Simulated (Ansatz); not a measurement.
**Ta4N5: enthalpy against pressure**

Ta4N5, I4/m, a = 6.826 Å, c = 4.254 Å. The structure is a Materials Project entry; whether it is the stable form wasn't checked. Ansatz: PBEsol, PAW, 420 eV, Γ-centred 10×10×10 mesh on 9 atoms, Gaussian smearing 0.10 eV; no spin polarisation. Cell and atoms are relaxed at each pressure, and no other structure is tried, so the rows at high pressure may lie past a change of phase. y is the enthalpy over the state at zero pressure; there V0 = 11.010 Å³/atom. The pressures are the targets, met within 0.04 GPa.

```tsv
P (GPa)	y (eV/atom)
-1.0	-0.0688
0.0	0.0000
1.0	0.0686
4.0	?
12.0	0.8096
25.0	1.6568
```

**Question.** Fit y = c1 P + c2 P² + c3 P³ to the other rows, say what c1 and c2 mean, and predict the missing value.

**Answer.** Least squares on the rows shown. y = 0.068699 P − 0.00010783 P² + 4.3046×10⁻⁷ P³. Since dH/dP = V, c1 is V0: 0.068699 eV/GPa × 160.2 = 11.006 Å³ against 11.010; c2 = −V0/(2B0) gives B0 = 319 GPa, where a Birch–Murnaghan fit to the volumes of the same runs (not shown) gives 312 GPa. At P = 4.0 the fit asked for gives 0.2731 eV/atom. The run gave 0.2731 eV/atom, the same to the digits shown.

The cell has an odd number of electrons and ran without spin polarisation, so a magnetic or disproportionated state may lie lower. Spin–orbit coupling is left out, which can shift energies with elements as heavy as these.